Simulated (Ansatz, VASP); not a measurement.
# BN in VASP and in Ansatz

```
B N
1.0
     4.16619    0.00000    0.00000
     0.00000    4.16619    0.00000
     0.00000    0.00000    4.16619
B N
4 4
Direct
  0.87500 0.87500 0.87500
  0.62500 0.12500 0.37500
  0.12500 0.37500 0.62500
  0.37500 0.62500 0.12500
  0.37500 0.37500 0.37500
  0.12500 0.62500 0.87500
  0.62500 0.87500 0.12500
  0.87500 0.12500 0.62500
```

Alike in both runs: functional PBE; k mesh 8 × 8 × 8; occupations gaussian, width 0.02 eV; no spin polarisation.

Ansatz relaxed the structure, and its values are those at the end. VASP's run is a single point on that final structure, the one shown.

|  | VASP | Ansatz |
| --- | --- | --- |
| version | VASP 6.6.1 | Ansatz 0.2.0 |
| potentials or method | VASP PAW PBE potentials, release 64 (B, N) | scalar-relativistic, plane waves, PAW |
| plane-wave cutoff (eV) | 520 | 420 |
| valence electrons in the cell | 32 | 32 |

```csv
,VASP,Ansatz,Ansatz less VASP
gap on the k mesh at the Fermi level (eV),1.26,1.27,+0.013
least direct gap on the mesh (eV),1.90,1.91,+0.012
pressure (GPa),0.1,0.0,-0.06
```

The functional is the same, so the differences come from potentials, cutoffs and numerics.

A k mesh can miss the band edges.
